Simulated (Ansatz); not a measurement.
WS2 (CdCl2 type): a relaxation of cell and atoms in the PAW code Ansatz (PBE-D3(BJ)). The starting cell was estimated from covalent radii.

```yaml
crystal:
  lattice:
    - [2.01335694, 1.1624121713, 6.189913956]
    - [-2.01335694, 1.1624121713, 6.189913956]
    - [0.0, -2.3248243426, 6.189913956]
  atoms:
    - { symbol: W, position: [0.0, 0.0, 0.0] }
    - { symbol: S, position: [0.2452218782, 0.2452218782, 0.2452218782] }
    - { symbol: S, position: [0.7547781218, 0.7547781218, 0.7547781218] }
kpoints:
  mp_grid: { grid: [6, 6, 6] }
hamiltonian:
  xc: pbe
  dispersion: d3bj
scf:
  occupations: { method: fermi_dirac, width: 0.02 }
relax:
  f_tol: 0.005
  cell: {}
```

The trajectory has 11 recorded frames, each with positions in Å and forces in eV/Å. Some frames, the last among them, repeat a geometry solved again on a basis re-selected at its cell; pressure is positive in compression.

Step 1: energy 0.0 meV/atom from step 1, largest force component 3.155 eV/Å, pressure -25.10 GPa
```xyz
3
Lattice="2.0134 1.1624 6.1899 -2.0134 1.1624 6.1899 0.0000 -2.3248 6.1899" Properties=species:S:1:pos:R:3:forces:R:3 pbc="T T T"
W     0.0000    0.0000    0.0000    0.0000    0.0000    0.0000
S     0.0000    0.0000    4.5537    0.0000    0.0000    3.1548
S     0.0000    0.0000   14.0160    0.0000    0.0000   -3.1548
```

Step 2: energy -839.3 meV/atom from step 1, largest force component 1.459 eV/Å, pressure -20.12 GPa
```xyz
3
Lattice="1.9152 1.1058 6.0007 -1.9152 1.1058 6.0007 0.0000 -2.2115 6.0007" Properties=species:S:1:pos:R:3:forces:R:3 pbc="T T T"
W     0.0000    0.0000    0.0000    0.0000    0.0000    0.0000
S     0.0000    0.0000    4.5924    0.0000    0.0000    1.4590
S     0.0000    0.0000   13.4098    0.0000    0.0000   -1.4590
```

Step 3: energy -1167.6 meV/atom from step 1, largest force component 0.236 eV/Å, pressure -11.03 GPa
```xyz
3
Lattice="1.8192 1.0503 5.9287 -1.8192 1.0503 5.9287 0.0000 -2.1006 5.9287" Properties=species:S:1:pos:R:3:forces:R:3 pbc="T T T"
W     0.0000    0.0000    0.0000    0.0000    0.0000    0.0000
S     0.0000    0.0000    4.5943    0.0000    0.0000   -0.2365
S     0.0000    0.0000   13.1919    0.0000    0.0000    0.2365
```

Q: How does the relaxation go on, and where does it end?

A:
Step 4: energy -1381.8 meV/atom from step 1, largest force component 0.766 eV/Å, pressure -4.70 GPa
```xyz
3
Lattice="1.7210 0.9936 5.9353 -1.7210 0.9936 5.9353 0.0000 -1.9873 5.9353" Properties=species:S:1:pos:R:3:forces:R:3 pbc="T T T"
W     0.0000    0.0000    0.0000    0.0000    0.0000    0.0000
S     0.0000    0.0000    4.5368    0.0000    0.0000   -0.7660
S     0.0000    0.0000   13.2690    0.0000    0.0000    0.7660
```

Step 5: energy -1526.4 meV/atom from step 1, largest force component 0.095 eV/Å, pressure -3.07 GPa
```xyz
3
Lattice="1.6241 0.9377 5.9826 -1.6241 0.9377 5.9826 0.0000 -1.8753 5.9826" Properties=species:S:1:pos:R:3:forces:R:3 pbc="T T T"
W     0.0000    0.0000    0.0000    0.0000    0.0000    0.0000
S     0.0000    0.0000    4.4415    0.0000    0.0000   -0.0952
S     0.0000    0.0000   13.5065    0.0000    0.0000    0.0952
```

Step 6: energy -1536.8 meV/atom from step 1, largest force component 0.035 eV/Å, pressure +1.49 GPa
```xyz
3
Lattice="1.5655 0.9038 5.9607 -1.5655 0.9038 5.9607 0.0000 -1.8077 5.9607" Properties=species:S:1:pos:R:3:forces:R:3 pbc="T T T"
W     0.0000    0.0000    0.0000    0.0000    0.0000    0.0000
S     0.0000    0.0000    4.3560    0.0000    0.0000    0.0352
S     0.0000    0.0000   13.5262    0.0000    0.0000   -0.0352
```

Step 7: energy -1540.3 meV/atom from step 1, largest force component 0.052 eV/Å, pressure -0.08 GPa
```xyz
3
Lattice="1.5835 0.9142 5.9702 -1.5835 0.9142 5.9702 0.0000 -1.8285 5.9702" Properties=species:S:1:pos:R:3:forces:R:3 pbc="T T T"
W     0.0000    0.0000    0.0000    0.0000    0.0000    0.0000
S     0.0000    0.0000    4.3845    0.0000    0.0000    0.0523
S     0.0000    0.0000   13.5261    0.0000    0.0000   -0.0523
```

Step 8: energy -1540.3 meV/atom from step 1, largest force component 0.040 eV/Å, pressure -0.01 GPa
```xyz
3
Lattice="1.5894 0.9176 5.9426 -1.5894 0.9176 5.9426 0.0000 -1.8353 5.9426" Properties=species:S:1:pos:R:3:forces:R:3 pbc="T T T"
W     0.0000    0.0000    0.0000    0.0000    0.0000    0.0000
S     0.0000    0.0000    4.3682    0.0000    0.0000   -0.0396
S     0.0000    0.0000   13.4597    0.0000    0.0000    0.0396
```

Step 9: energy -1540.4 meV/atom from step 1, largest force component 0.014 eV/Å, pressure +0.01 GPa
```xyz
3
Lattice="1.5860 0.9157 5.9491 -1.5860 0.9157 5.9491 0.0000 -1.8314 5.9491" Properties=species:S:1:pos:R:3:forces:R:3 pbc="T T T"
W     0.0000    0.0000    0.0000    0.0000    0.0000    0.0000
S     0.0000    0.0000    4.3685    0.0000    0.0000    0.0136
S     0.0000    0.0000   13.4788    0.0000    0.0000   -0.0136
```

Step 10: energy -1540.4 meV/atom from step 1, largest force component 0.001 eV/Å, pressure +0.01 GPa
```xyz
3
Lattice="1.5867 0.9161 5.9506 -1.5867 0.9161 5.9506 0.0000 -1.8321 5.9506" Properties=species:S:1:pos:R:3:forces:R:3 pbc="T T T"
W     0.0000    0.0000    0.0000    0.0000    0.0000    0.0000
S     0.0000    0.0000    4.3714    0.0000    0.0000   -0.0010
S     0.0000    0.0000   13.4805    0.0000    0.0000    0.0010
```

Step 11: energy -1539.8 meV/atom from step 1, largest force component 0.002 eV/Å, pressure 0.00 GPa
```xyz
3
Lattice="1.5867 0.9161 5.9506 -1.5867 0.9161 5.9506 0.0000 -1.8321 5.9506" Properties=species:S:1:pos:R:3:forces:R:3 pbc="T T T"
W     0.0000    0.0000    0.0000    0.0000    0.0000    0.0000
S     0.0000    0.0000    4.3714    0.0000    0.0000   -0.0018
S     0.0000    0.0000   13.4805    0.0000    0.0000    0.0018
```

The walk took 10 steps, besides SCFs solved again on a fresh basis, and changed the volume by -40.3 %. The last SCF, on a fresh basis, lies 1540 meV an atom below the first. At the end: the symmetry is R-3m (No. 166, trigonal); a = 3.173 Å, c = 17.852 Å in the conventional setting, 17.30 Å³ an atom. Around W lie 6 S at 2.42 Å; around S lie 3 W at 2.42 Å.

Command: `ansatz run input.yaml --threads 2 --pin off --max-ram 2211MiB --backend cpu --events-out ev --progress --plain --runs-dir out`.

Q: It took 14 s on 2 threads of Arm Neoverse V1, with other jobs on the host, load about 0.5 per core. What peak of host memory did it reach?

A: About 0.34 GiB.

Note: simulated data, non-magnetic, for a generated structure that need not be the stable one.
